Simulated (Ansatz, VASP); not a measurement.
## One calculation of AlN, two programs

The input INCAR:

```
SYSTEM = AlN
ALGO = Normal
EDIFF = 1E-6
ENCUT = 520
GGA = PS
ISIF = 2
ISMEAR = 0
LASPH = .True.
LCHARG = .False.
LREAL = .False.
LWAVE = .False.
NBANDS = 11
NELM = 80
PREC = Accurate
SIGMA = 0.05
```

The input KPOINTS:

```
k-points
0
Gamma
  10 10 10
  0 0 0
```

The input POSCAR:

```
AlN
1.0
   -0.1565474223      1.9105400197      1.9105400197
    1.9105400197     -0.1565474223      1.9105400197
    1.9105400197      1.9105400197     -0.1565474223
Al N
1 1
Direct
    0.5000000000      0.5000000000      0.5000000000
    0.0000000000      0.0000000000      0.0000000000
```

Input for Ansatz:

```yaml
crystal:
  lattice:
    - [-0.1565474223, 1.9105400197, 1.9105400197]
    - [1.9105400197, -0.1565474223, 1.9105400197]
    - [1.9105400197, 1.9105400197, -0.1565474223]
  atoms:
    - { symbol: Al, position: [0.5, 0.5, 0.5] }
    - { symbol: "N", position: [0.0, 0.0, 0.0] }
basis:
  ecutwfc: 520.0
kpoints:
  mp_grid: { grid: [10, 10, 10] }
hamiltonian:
  xc: pbesol
  pseudopotentials: { kind: paw, azcp: { folder: soft_1 } }
scf:
  occupations: { method: gaussian, width: 0.05 }
output:
  forces: true
  stress: true
  eigenvalues: true
```

Alike in both runs: task single point; functional PBEsol; k mesh 10 × 10 × 10; occupations gaussian, width 0.05 eV; no spin polarisation.

```csv
,VASP,Ansatz
version,VASP 6.6.1,Ansatz 0.2.0
potentials or method,"VASP PAW PBE potentials, release 64 (Al, N)","scalar-relativistic, plane waves, PAW"
plane-wave cutoff (eV),520,520
valence electrons in the cell,8,8
```

```tsv
	VASP	Ansatz	Ansatz less VASP
gap on the k mesh at the Fermi level (eV)	2.76	2.76	+0.002
least direct gap on the mesh (eV)	4.95	4.93	-0.021
pressure (GPa)	17.1	17.0	-0.13
largest component of the traceless stress (GPa)	23.04	23.02	-0.021
```

Ansatz warned: «pseudo_functional_mismatch».

Caveats: so large a pressure means that the cell lies far from this level's equilibrium, or that cutoff or potentials fall short (VASP); the potentials were made for another functional, which shifts forces and pressure (VASP). A k mesh can miss the band edges.
